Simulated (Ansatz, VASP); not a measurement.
**Hg in VASP and in Ansatz**

INCAR

```
PREC = Accurate ; ENCUT = 520
EDIFF = 1E-6 ; ISMEAR = 0
SIGMA = 0.05 ; LREAL = F
LASPH = T ; NELM = 100
ALGO = Normal ; ISIF = 2
LWAVE = F ; LCHARG = T
GGA = PE ; LELF = T
LVHAR = T ; NBANDS = 12
```

KPOINTS

```
Automatic mesh
0
Gamma
  12 12 12
```

File POSCAR:

```
Hg
1.0
   -1.9135445338      1.9135445338      1.9544395928
    1.9135445338     -1.9135445338      1.9544395928
    1.9135445338      1.9135445338     -1.9544395928
Hg
1
Direct
    0.5000000000      0.5000000000      0.0000000000
```

Input for Ansatz:

```yaml
crystal:
  lattice:
    - [-1.9135445338, 1.9135445338, 1.9544395928]
    - [1.9135445338, -1.9135445338, 1.9544395928]
    - [1.9135445338, 1.9135445338, -1.9544395928]
  atoms:
    - { symbol: Hg, position: [0.5, 0.5, 0.0] }
basis:
  ecutwfc: 420
  fft_grid_basis: typed
kpoints:
  mp_grid: { grid: [12, 12, 12] }
hamiltonian:
  xc: pbe
  pseudopotentials: { kind: paw }
scf:
  occupations: { method: gaussian, width: 0.05 }
output:
  forces: true
  stress: true
  eigenvalues: true
  bader: true
  write_density: true
  volumetric_format: npy
  elf: true
```

Alike in both runs: task single point; functional PBE; k mesh 12 × 12 × 12; occupations gaussian, width 0.05 eV; no spin polarisation.

```csv
,VASP,Ansatz
version,VASP 6.6.1,Ansatz 0.2.0
potentials or method,"VASP PAW PBE potentials, release 64 (Hg)","scalar-relativistic, plane waves, PAW"
plane-wave cutoff (eV),520,420
valence electrons in the cell,12,20
```

|  | VASP | Ansatz | Ansatz less VASP |
| --- | --- | --- | --- |
| gap on the k mesh at the Fermi level (eV) | none | none | - |
| pressure (GPa) | 0.4 | 0.3 | -0.10 |
| largest component of the traceless stress (GPa) | 0.21 | 0.20 | -0.008 |

A gap of «none» marks a metal or a gap that the smearing closes. With one functional, cell and mesh, what is left measures potentials, basis and numerics. The two sets of potentials don't hold the same shells in valence.

Spin-orbit coupling is left out, which matters for the levels of Hg.
